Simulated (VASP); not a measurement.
## VASP 6.6.1 run: SrCl$_{2}$

INCAR

```
ISMEAR = -1
LCHARG = .FALSE.
LASPH = .TRUE.
SIGMA = 0.02
EDIFF = 1E-7
ENCUT = 520
NBANDS = 19
PREC = Accurate
ISIF = 2
LWAVE = .FALSE.
IBRION = -1
NSW = 0
GGA = PE
LREAL = Auto
NELM = 53
```

KPOINTS

```
KPOINTS created by Atomic Simulation Environment
0
Gamma
6 6 6
0 0 0
```

POSCAR

```
Sr Cl
 1.0000000000000000
     0.0000000000000000    3.5501838564999999    3.4714851996000000
     3.5501838564999999    0.0000000000000000    3.4714851996000000
     3.5501838564999999    3.5501838564999999    0.0000000000000000
 Sr  Cl
   1   2
Cartesian
  0.0000000000000000  0.0000000000000000  0.0000000000000000
  1.7750919282500000  1.7750919282500000  1.7357425998000005
  5.3252757847499996  5.3252757847499996  5.2072277994000009
```

The recommended PBE PAW datasets give the neutral cell 24 valence electrons.

Command

```
mpirun -np 1 vasp_std
```

Problem. How does this run end, and what does it give?

Solution. It converged. Results: gap between bands v and c on the k mesh 5.12 eV; least direct gap on the k mesh 5.42 eV; pressure 0.0 GPa. Band v is the last that the valence electrons fill when counted band by band, and c is the next.

OSZICAR

```
N       E                     dE             d eps       ncg     rms          rms(c)
DAV:   1     0.139255360072E+03    0.13926E+03   -0.11316E+04  1140   0.113E+03
DAV:   2    -0.374957334278E+01   -0.14300E+03   -0.13880E+03  1483   0.220E+02
DAV:   3    -0.127505984885E+02   -0.90010E+01   -0.89736E+01  1514   0.548E+01
DAV:   4    -0.130735079928E+02   -0.32291E+00   -0.32244E+00  1885   0.879E+00
DAV:   5    -0.130768741112E+02   -0.33661E-02   -0.33657E-02  1560   0.921E-01    0.120E+01
DAV:   6    -0.127688960701E+02    0.30798E+00   -0.62421E-01  1316   0.438E+00    0.778E+00
DAV:   7    -0.127774204159E+02   -0.85243E-02   -0.35824E-01  1549   0.356E+00    0.220E+00
DAV:   8    -0.127851337572E+02   -0.77133E-02   -0.53410E-02  1278   0.128E+00    0.395E-01
DAV:   9    -0.127861100175E+02   -0.97626E-03   -0.21397E-03  1476   0.267E-01    0.142E-01
DAV:  10    -0.127874879478E+02   -0.13779E-02   -0.10068E-03  1229   0.185E-01    0.351E-02
DAV:  11    -0.127875743773E+02   -0.86429E-04   -0.56932E-05  1504   0.428E-02    0.419E-02
DAV:  12    -0.127875956796E+02   -0.21302E-04   -0.21331E-05  1215   0.235E-02    0.401E-03
DAV:  13    -0.127875974149E+02   -0.17353E-05   -0.18853E-06  1470   0.749E-03    0.455E-03
DAV:  14    -0.127875973878E+02    0.27141E-07   -0.42038E-07  1182   0.406E-03
   1 F= -.12787597E+02 E0= -.12787597E+02  d E =-.749081E-13
```

For comparison, a separate PBE run of the intended cell, on usual settings and not on those above, gives a gap of 5.12 eV on its mesh and a pressure of 0.0 GPa.
